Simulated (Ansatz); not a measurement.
## Calculated ⁷³Ge nuclear quadrupole resonance for GeSe under strain

Cell: a structure deposited in the COD, relaxed with PBE at fixed cell and then changed (z compressed by 1 %, ions relaxed).

```
Ge Se
1.0
    10.82000    0.00000    0.00000
     0.00000    3.85000    0.00000
     0.00000    0.00000    4.35600
Ge Se
4 4
Direct
  0.11964 0.25000 0.11097
  0.88036 0.75000 0.88903
  0.38036 0.75000 0.61097
  0.61964 0.25000 0.38903
  0.85476 0.25000 0.49630
  0.14524 0.75000 0.50370
  0.64524 0.75000 0.99630
  0.35476 0.25000 0.00370
```

Sites (sets of like atoms) are named by element and the number of their first atom in this list.

All values are calculated (Ansatz; DFT, PBE, plane waves and PAW, scalar-relativistic, 420 eV cutoff, Γ-centred 4×11×10 k-points, Fermi–Dirac smearing 0.02 eV), not measured.

⁷³Ge: I = 9/2, Q = -196.0 mb (year-2017 value). Static lattice, zero field.

Question: The simulated lines lie at 1.95, 2.19, 3.46, 4.14, 4.67 MHz. What are |C_Q|, η and |V_zz| at Ge?

Answer: For I = 9/2 and η = 0 the lines are |C_Q|/24 times 1, 2, 3 and 4; η shifts the lowest up most. At large η the states mix, and weaker lines appear at sums of the main ones; lines under 5 % of the strongest are left out. Here |C_Q| = 28.2 MHz, η = 0.32 and |V_zz| = 5.96 × 10²¹ V/m². The calculation gives V_zz negative; the lines don't show the sign. The site has 3 Se at 2.59 Å; also 3 Se at 3.28–3.32 Å.

At Ge V_zz stands upright on the plane through its three neighbours (within 10°).

The relaxation (3 steps) took 2.7 min of wall time (2.7 min of CPU time) and 1.3 GiB at its peak, on 1 thread of Intel Xeon 6975P-C (Granite Rapids) (x86_64; 16 cores open to the job, memory cap 3.0 GiB, no GPU), a shared host with a load of 1.6 a core.
